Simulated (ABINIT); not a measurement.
Crystal: Au.

```
Au
1.0
     0.00000    2.03500    2.03500
     2.03500    0.00000    2.03500
     2.03500    2.03500    0.00000
Au
1
Direct
  0.00000 0.00000 0.00000
```

Base run:

| Property | Result |
| --- | --- |
| Program | ABINIT 10.8.3 (patched build) |
| Functional | PBEsol |
| Potentials or basis | JTH PAW PBE v2.0 |
| Cutoff | 680 eV |
| k mesh | 14 × 14 × 14 |
| Occupations | fermi-dirac, width 0.05 eV |
| Spin | no spin polarisation |

Its results: band gap on the k mesh none (metal or under the smearing width); pressure 2.3 GPa.

Question: After a change of settings the same cell gave: band gap on the k mesh none (metal or under the smearing width); pressure 4.8 GPa. Which change was it?
A. k mesh from 14 × 14 × 14 to 4 × 4 × 4
B. functional from PBEsol to SOGGA; k mesh from 14 × 14 × 14 to 11 × 11 × 11
C. functional from PBEsol to PBE

Answer: A.

Caveats: some runs use coarse meshes; the PAW data sets were made with another functional, which shifts forces and pressure a little.
